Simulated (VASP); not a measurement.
MoS2, 6 atoms in the cell. The cell holds a sheet with vacuum, 6 atoms: a = 3.121 Å, b = 3.121 Å, c = 24.320 Å, α = 90.00°, β = 90.00°, γ = 120.00°. The cell was built by a generator and needn't be a form met in nature.

```yaml
Program: VASP 6.6.1
Task: single point
Functional: LDA
Potentials_or_basis: VASP PAW LDA potentials, release 64 (S, Mo_sv)
Cutoff: 520 eV
k_mesh: 12 × 12 × 1
Occupations: gaussian, width 0.01 eV
Spin: no spin polarisation
Dipole_correction: no
Further_INCAR_settings: ALGO = Fast; EDIFF = 1e-07; NBANDS = 35
```

Potentials or basis: VASP PAW LDA potentials, release 64 (S, Mo_sv).

Run with:

```bash
$ cat potpaw_LDA.64/S/POTCAR potpaw_LDA.64/Mo_sv/POTCAR > POTCAR
$ mpirun -np 1 vasp_std > vasp.out
```

Hardware: 1 thread of Intel(R) Xeon(R) Platinum 8488C (Sapphire Rapids), with other jobs on the host.

**Question.** How long does it take, and how much memory?

**Answer.** Run time: 4.2 min on 1 thread of Intel(R) Xeon(R) Platinum 8488C (Sapphire Rapids), on a shared host, peak memory 0.31 GiB. Counts: scf iterations 26, k points 19.
